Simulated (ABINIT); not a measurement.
PtS2:

```
CELL_PARAMETERS angstrom
3.54320 0.00000 0.00000
-1.77160 3.06850 0.00000
0.00000 0.00000 5.03880
ATOMIC_POSITIONS crystal
Pt 0.00000 0.00000 0.00000
S 0.66667 0.33333 0.77300
S 0.33333 0.66667 0.22700
```

Base run:

- Program: ABINIT 10.8.3 (patched build)
- Functional: SOGGA
- Potentials or basis: JTH PAW PBE v2.0
- Cutoff: 544 eV
- k mesh: 9 × 9 × 5
- Occupations: fermi-dirac, width 0.05 eV
- Spin: no spin polarisation

Its results: band gap on the k mesh 0.92 eV, indirect (least direct gap 0.94 eV); pressure 5.7 GPa; largest force 0.955 eV/Å.

Q: The run is repeated on the same cell with these changes: functional from SOGGA to PBEsol; k mesh from 9 × 9 × 5 to 7 × 7 × 4. What comes out?

A: Band gap on the k mesh 0.72 eV, indirect (least direct gap 0.90 eV); pressure 7.3 GPa; largest force 1.082 eV/Å.

Several settings changed at once, so the effect can't be laid on one alone.

Caveats: the PAW data sets were made with another functional, which shifts forces and pressure a little; spin-orbit coupling is left out, which moves the levels of the heavy elements; an odd mesh through Γ misses points on the zone boundary, where band edges often lie (some runs).
